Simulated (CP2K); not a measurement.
Runs of CP2K 2026.2 on Pd. The structure is cubic, space group Im-3m (No. 229). Conventional cell: a = 3.145 Å, b = 3.145 Å, c = 3.145 Å, α = 90.00°, β = 90.00°, γ = 90.00°. Pd (site symmetry m-3m) has 8 Pd at 2.72 Å as nearest neighbours. This isn't the form of Pd at room conditions, which is fcc.

| task | level | cell | smearing | NGRIDS | cutoff radius of the dispersion sum (A) | gap on the mesh (eV) | pressure (GPa) |
| --- | --- | --- | --- | --- | --- | --- | --- |
| electron localisation function | PBEsol+D4 | as given | fermi-dirac 0.02 eV | 4 | 20 | none | (a) |
| single point | PBE | the cell as VASP's run set it | gaussian 0.02 eV | 4 | - | none | 0.5 |
| electron localisation function | PBE+D3(BJ) | as given | methfessel-paxton 0.2 eV | 5 | 20 | none | -6.3 |
| single point | PBE | as given | gaussian 0.1 eV | 4 | - | none | 0.6 |
| single point | PBE | as given | gaussian 0.02 eV | 5 | - | none | 0.5 |

Alike in all rows: potentials or basis POTENTIAL_UZH Pd GTH-PBE-q18; TZVP-MOLOPT-PBE-GTH basis; no spin polarisation; k mesh 12 × 12 × 12.

Question: Estimate the missing entries.

Answer: (a) -11.2.

Caveats: the basis of atomic orbitals isn't converged, which shifts pressures, moduli and gaps; pairwise dispersion overbinds metals, which lowers pressure and volume (some runs); the potentials were made for another functional, which shifts forces and pressure (some runs).

A k mesh can miss the band edges, and the runs leave out spin-orbit coupling on Pd.

A gap of «none» marks a metal or a gap under the smearing width.
